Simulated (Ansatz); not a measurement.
SiO2: 17O NMR of the central transition

Cell: a COD entry, ions relaxed with PBE at fixed cell.

Space group P2_13 (No. 198); a = 7.1600 Å.

| site | Wyckoff | site symmetry | x | y | z |
| --- | --- | --- | --- | --- | --- |
| Si1 | 4a | .3. | 0.2807 | 0.2807 | 0.2807 |
| Si5 | 4a | .3. | 0.0206 | 0.0206 | 0.0206 |
| O9 | 4a | .3. | 0.1505 | 0.1505 | 0.1505 |
| O13 | 12b | 1 | 0.6398 | 0.6616 | 0.0434 |

One atom of each set is listed.

Computed with Ansatz: DFT, r2SCAN, plane waves and PAW, scalar-relativistic, 500 eV cutoff, Γ-centred 4×4×4 k-points, Fermi–Dirac smearing 0.02 eV.

17O has I = 5/2 and Q = -25.58 mb (Pyykkö 2018); at 9.4 T its Larmor frequency is ν₀ = 54.3 MHz. Only the quadrupole interaction is simulated: positions count from each site's isotropic chemical shift, and J coupling is left out, as are shift anisotropy and dipolar coupling, which fast spinning averages.

Q: What does the 17O spectrum (fast magic-angle spinning) show for each site?

A: 

| site | first shell | C_Q (MHz) | η | P_Q (MHz) | δ_QIS (ppm) | breadth (kHz) |
| --- | --- | --- | --- | --- | --- | --- |
| O9 | 2 Si at 1.61 Å, angle 180° | -6.48 | 0.00 | 6.48 | -85.6 | 9.95 |
| O13 | 2 Si at 1.62 Å, angle 146° | -5.91 | 0.18 | 5.94 | -71.9 | 8.78 |

δ_QIS = −(ν_Q²/30ν₀²)[I(I+1) − 3/4](1 + η²/3) × 10⁶ ppm with ν_Q = 3|C_Q|/[2I(2I−1)]; it falls as 1/B₀² in ppm, and the breadth as 1/B₀ in kHz.

An axis of threefold or higher order runs through O9, so V_zz lies along it and η is zero. At O13 V_zz runs parallel to the line that joins its two neighbours (within 1°).

The largest force is 0.3 eV/Å, so the atoms aren't at the calculated equilibrium and relaxing them would move these values. The database positions were far from equilibrium, so the relaxed structure may not be the compound's real one.
